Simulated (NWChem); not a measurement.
# C4H6 (Bicyclo[1.1.0]butane) at 4 levels

Wanted: a comparison of 4 runs (HF/3-21G, B3LYP/6-31G*, M06-2X/cc-pVDZ, SVWN5/cc-pVDZ) of C4H6 (Bicyclo[1.1.0]butane). 

The calculation is run with NWChem 7.3.0.

### 1 The structure to begin with

C4H6 has 10 atoms, charge 0, and is taken as a singlet. SMILES: `C1C2CC12`. Geometry: relaxed at PBE0-D4/def2-TZVP.

Bond lengths: C1–C2 1.489 Å, C2–C3 1.489 Å, C1–C4 1.489 Å, C2–C4 1.478 Å, C3–C4 1.489 Å, C1–H5 1.086 Å, C1–H6 1.091 Å, C2–H7 1.078 Å, C3–H8 1.091 Å, C3–H9 1.086 Å, C4–H10 1.078 Å. Some angles: C1–C2–C3 98.3°, C1–C2–C4 60.3°, C3–C2–C4 60.3°, C2–C1–C4 59.5°, C2–C3–C4 59.5°, C1–C4–C2 60.3°, C1–C4–C3 98.3°, C2–C4–C3 60.3°, C1–C2–H7 130.1°, C3–C2–H7 130.1°.

### 2 Energy and gradient at HF/3-21G (run 1)

Contents of run.xyz:

```xyz
10
C4H6 gradient
C     -0.500360     0.926240    -0.506260
C     -0.480080    -0.553570    -0.339790
C      0.234320    -0.614330     0.965540
C      0.762290     0.222750    -0.147350
H     -0.581140     1.306650    -1.520300
H     -0.999060     1.537560     0.247130
H     -0.700790    -1.335320    -1.047900
H     -0.206710    -0.123920     1.834450
H      0.771970    -1.530770     1.190450
H      1.699560     0.164700    -0.675970
```

Contents of run.nw:

```
start run
title "C4H6 gradient"
memory 2200 mb
charge 0

geometry units angstrom noautosym nocenter noautoz
  load run.xyz
end

basis spherical bse
  * library 3-21G
end

scf
  thresh 1e-08
  maxiter 80
end

task scf gradient
```

Run with:

```sh
$ nwchem run.nw > run.out
```

The program printed:

```text
[...]
  functions       =    48
[...]
  wavefunction    = RHF
[...]
         Total SCF energy =   -153.983797898020
      One-electron energy =   -437.621421184637
      Two-electron energy =    166.670297404491
 Nuclear repulsion energy =    116.967325882126
        Time for solution =      1.3s
[...]
                         RHF ENERGY GRADIENTS
    atom               coordinates                        gradient
                 x          y          z           x          y          z
   1 C      -0.945543   1.750340  -0.956693    0.015726  -0.025263   0.000460
   2 C      -0.907220  -1.046096  -0.642110    0.009024   0.025043   0.021714
   3 C       0.442801  -1.160915   1.824606    0.000930   0.005768  -0.029189
   4 C       1.440519   0.420936  -0.278451   -0.030629   0.000255   0.015559
   5 H      -1.098195   2.469210  -2.872950   -0.000856   0.003361  -0.008126
   6 H      -1.887950   2.905567   0.467008   -0.004434   0.005303   0.007239
   7 H      -1.324301  -2.523389  -1.980244    0.001193  -0.008376  -0.009363
   8 H      -0.390625  -0.234175   3.466608   -0.004210   0.004835   0.007688
   9 H       1.458812  -2.892736   2.249624    0.004282  -0.007417   0.002170
  10 H       3.211703   0.311238  -1.277398    0.008974  -0.003510  -0.008153
[...]
```

Run time: 2.1 s. Hardware: 1 thread of Intel Xeon at 2.60GHz (Ice Lake), shared host; peak memory 0.099 GiB.

### 3 Energy and forces at B3LYP/6-31G(d) (Cartesian functions) (run 2)

Contents of c4h6.nw:

```
start c4h6
title "C4H6 B3LYP"
memory stack 880 mb heap 220 mb global 1100 mb

geometry noautosym nocenter noautoz
  C       -0.500360       0.926240      -0.506260
  C       -0.480080      -0.553570      -0.339790
  C        0.234320      -0.614330       0.965540
  C        0.762290       0.222750      -0.147350
  H       -0.581140       1.306650      -1.520300
  H       -0.999060       1.537560       0.247130
  H       -0.700790      -1.335320      -1.047900
  H       -0.206710      -0.123920       1.834450
  H        0.771970      -1.530770       1.190450
  H        1.699560       0.164700      -0.675970
end

basis "ao basis" cartesian
  * library 6-31G*
end

dft
  xc b3lyp
  grid xfine
  convergence energy 1e-08
  maxiter 100
  mulliken
  print medium
end

task dft gradient
```

Run with:

```sh
$ nwchem c4h6.nw > c4h6.out
```

The program printed:

```text
[...]
          Wavefunction type:  closed shell.
          No. of atoms     :    10
          No. of electrons :    30
[...]
          Charge           :     0
          Spin multiplicity:     1
[...]
          AO basis - number of functions:    72
[...]
              XC Information
              --------------
                         B3LYP Method XC Potential
                     Hartree-Fock (Exact) Exchange  0.200
                        Slater Exchange Functional  0.800 local
                    Becke 1988 Exchange Functional  0.720 non-local
              Lee-Yang-Parr Correlation Functional  0.810
                  VWN I RPA Correlation Functional  0.190 local
[...]
 d= 0,ls=0.0,diis     1   -155.9056462968 -2.73D+02  8.25D-03  4.14D-01     4.1
[...]
 d= 0,ls=0.0,diis     8   -155.9476283785 -7.67D-11  3.89D-07  6.00D-10    28.4
         Total DFT energy =     -155.947628378468
      One electron energy =     -439.672955328473
           Coulomb energy =      190.720200308336
    Exchange-Corr. energy =      -23.962199240456
 Nuclear repulsion energy =      116.967325882125
[...]
      Total Density - Mulliken Population Analysis
     ---------------------------------------------
    Atom       Charge   Shell Charges
 -----------   ------   -------------------------------------------------------
    1 C    6     6.33   1.99  0.69  2.11  0.61  0.90  0.03
    2 C    6     6.10   1.99  0.69  2.12  0.55  0.72  0.03
    3 C    6     6.33   1.99  0.69  2.11  0.61  0.90  0.03
    4 C    6     6.10   1.99  0.69  2.12  0.55  0.72  0.03
    5 H    1     0.86   0.53  0.33
    6 H    1     0.86   0.53  0.33
    7 H    1     0.85   0.53  0.33
    8 H    1     0.86   0.53  0.33
    9 H    1     0.86   0.53  0.33
   10 H    1     0.85   0.53  0.33
[...]
  wavefunction    = closed shell
[...]
```

Wall time 35 s (1 thread of Intel Xeon at 2.60GHz (Ice Lake), shared host); peak memory 0.15 GiB.

Run 3 isn't shown in full; the table further down has it.

### 4 Energy and gradient at SVWN5/cc-pVDZ (run 4)

Contents of test.nw:

```
start test
memory 2200 mb

geometry units au noautosym nocenter noautoz
  C     -0.94554336     1.75033993    -0.95669275
  C     -0.90721972    -1.04609569    -0.64211004
  C      0.44280063    -1.16091545     1.82460616
  C      1.44051933     0.42093649    -0.27845114
  H     -1.09819544     2.46921064    -2.87295063
  H     -1.88794978     2.90556730     0.46700802
  H     -1.32430117    -2.52338909    -1.98024401
  H     -0.39062529    -0.23417486     3.46660809
  H      1.45881188    -2.89273606     2.24962447
  H      3.21170293     0.31123789    -1.27739817
end

basis "ao basis" spherical bse
  * library cc-pVDZ
end

dft
  xc slater vwn_5
  grid xfine
  convergence energy 1e-08
  iterations 100
  mulliken
end

task dft gradient
```

Run with:

```sh
$ nwchem test.nw > test.out
```

The program printed:

```text
[...]
          Wavefunction type:  closed shell.
          No. of atoms     :    10
          No. of electrons :    30
[...]
          Charge           :     0
          Spin multiplicity:     1
[...]
          AO basis - number of functions:    86
[...]
              XC Information
              --------------
                        Slater Exchange Functional  1.000 local
                      VWN V Correlation Functional  1.000 local
[...]
 d= 0,ls=0.0,diis     1   -154.4459129907 -2.71D+02  7.89D-03  5.17D-01     3.3
[...]
 d= 0,ls=0.0,diis    10   -154.4852260811 -1.93D-11  3.70D-08  2.24D-11    23.2
         Total DFT energy =     -154.485226081108
      One electron energy =     -439.561772152207
           Coulomb energy =      190.566674505011
    Exchange-Corr. energy =      -22.457445854301
 Nuclear repulsion energy =      116.967317420390
[...]
      Total Density - Mulliken Population Analysis
     ---------------------------------------------
    Atom       Charge   Shell Charges
 -----------   ------   -------------------------------------------------------
    1 C    6     6.03   2.02  0.65  0.36  2.15  0.79  0.07
    2 C    6     6.10   2.02  0.64  0.50  2.14  0.72  0.08
    3 C    6     6.03   2.02  0.65  0.36  2.15  0.79  0.07
    4 C    6     6.10   2.02  0.64  0.50  2.14  0.72  0.08
    5 H    1     0.95   0.72  0.20  0.03
    6 H    1     0.95   0.72  0.20  0.03
    7 H    1     0.97   0.72  0.23  0.03
    8 H    1     0.95   0.72  0.20  0.03
    9 H    1     0.95   0.72  0.20  0.03
   10 H    1     0.97   0.72  0.23  0.03
[...]
  wavefunction    = closed shell
[...]
```

Wall time 30 s (1 thread of Intel Xeon at 2.60GHz (Ice Lake), shared host); peak memory 0.15 GiB.

### 5 Overview of the runs

```csv
run,level,Cartesian functions,iteration cap,energy (Eh),dipole moment (D),HOMO energy (eV),LUMO energy (eV),wall time
1,HF/3-21G,no,80,-153.983798,0.89,-9.68,7.38,2.1 s
2,B3LYP/6-31G* (Cartesian functions),yes,100,-155.947628,0.77,-6.53,2.86,35 s
3,M06-2X/cc-pVDZ,no,100,-155.890606,0.75,-8.07,3.05,72 s
4,SVWN5/cc-pVDZ,no,100,-154.485226,0.76,-5.80,1.25,30 s
```

### 6 Summary of results

| quantity | value |
| --- | --- |
| run 4: total energy | -154.48523 Eh |
| run 4: dipole moment | 0.76 D |
| run 4: HOMO energy | -5.80 eV |
| run 4: LUMO energy | 1.25 eV |
| run 4: HOMO–LUMO gap | 7.05 eV |
| run 4: largest force on an atom | 0.719 eV/Å |

**Reading.** The dipole moment (its size) runs from 0.75 D (M06-2X/cc-pVDZ) to 0.89 D (HF/3-21G). The two ends differ in method and basis. The HOMO–LUMO gap runs from 7.05 eV (SVWN5/cc-pVDZ) to 17.06 eV (HF/3-21G). Totals of different functionals can't be ranked against each other. All runs together took 2.3 min, the longest 72 s.
